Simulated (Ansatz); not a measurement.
The system is CO2.

```
CELL_PARAMETERS angstrom
2.63591 -2.38738 0.00000
2.63591 2.38738 0.00000
0.00000 0.00000 6.58717
ATOMIC_POSITIONS crystal
O 0.30651 0.69349 0.60816
O 0.69349 0.30651 0.39184
O 0.19349 0.80651 0.10816
O 0.80651 0.19349 0.89184
C 0.50000 0.50000 0.50000
C 0.00000 0.00000 0.00000
```

The cell comes from a database or a generator and needn't be the stable form of this composition.

- Program: Ansatz 0.2.0
- Task: relaxation of cell and atoms
- Functional: PBEsol
- Potentials or basis: Ansatz PAW
- Cutoff: 420 eV (not typed: the program's choice for these potentials)
- k mesh: 8 × 8 × 4
- Occupations: fermi-dirac, width 0.05 eV
- Spin: no spin polarisation

At the start: volume 13.82 Å³/atom.

Question: Where does the relaxation end?

Answer: It ends after 24 steps and the volume is 16.94 Å³/atom (+22.6 %); space group Cmce (No. 64, to 0.05 Å).

The path:
```
step  energy change (eV)  largest force (eV/Å)  volume (Å³)
   1              0.0000                0.0412        82.91
   2              0.0153                0.1051        89.43
   3              0.0066                0.0010        87.94
   4              0.0069                0.0008        88.01
   5              0.0070                0.0006        88.03
   6             -0.0272                0.0031        88.03
   7             -0.0213                0.0385        90.68
   8             -0.0113                0.3170        92.43
   9             -0.0055                0.0249        93.75
  10             -0.0056                0.0043        93.77
  11             -0.0433                0.0020        93.77
  12             -0.0339                0.0100        96.30
  13             -0.0229                0.1369        98.14
  14             -0.0201                0.0200        98.73
  15             -0.0195                0.0003        98.84
  16             -0.0490                0.0017        98.84
  17             -0.0451                0.0017        99.83
  18             -0.0414                0.0001       100.62
  19             -0.0499                0.0007       100.62
  20             -0.0481                0.0005       101.06
  21             -0.0470                0.0003       101.31
  22             -0.0502                0.0005       101.31
  23             -0.0487                0.0004       101.65
  24             -0.0503                0.0004       101.65
```

Final structure:
```yaml
crystal:
  lattice:
    - [2.87827, -2.58955, 0.00000]
    - [2.87827, 2.58955, 0.00000]
    - [0.00000, 0.00000, 6.81903]
  atoms:
    - { symbol: O, position: [0.31773, 0.68227, 0.60064] }
    - { symbol: O, position: [0.68227, 0.31773, 0.39936] }
    - { symbol: O, position: [0.18227, 0.81773, 0.10064] }
    - { symbol: O, position: [0.81773, 0.18227, 0.89936] }
    - { symbol: C, position: [0.50000, 0.50000, 0.50000] }
    - { symbol: C, position: [0.00000, 0.00000, 0.00000] }
```

Caveat: the volume moved by over 15 % at a fixed basis, so the end points are rough; the plane-wave basis is chosen anew once the cell has moved, so the energies of steps on either side of that aren't comparable; the pressure holds a Pulay correction of +0.7 GPa for the finite cutoff; the PAW data sets come from PBE, with cores solved anew for the run's functional, which leaves a small shift of forces and pressure.
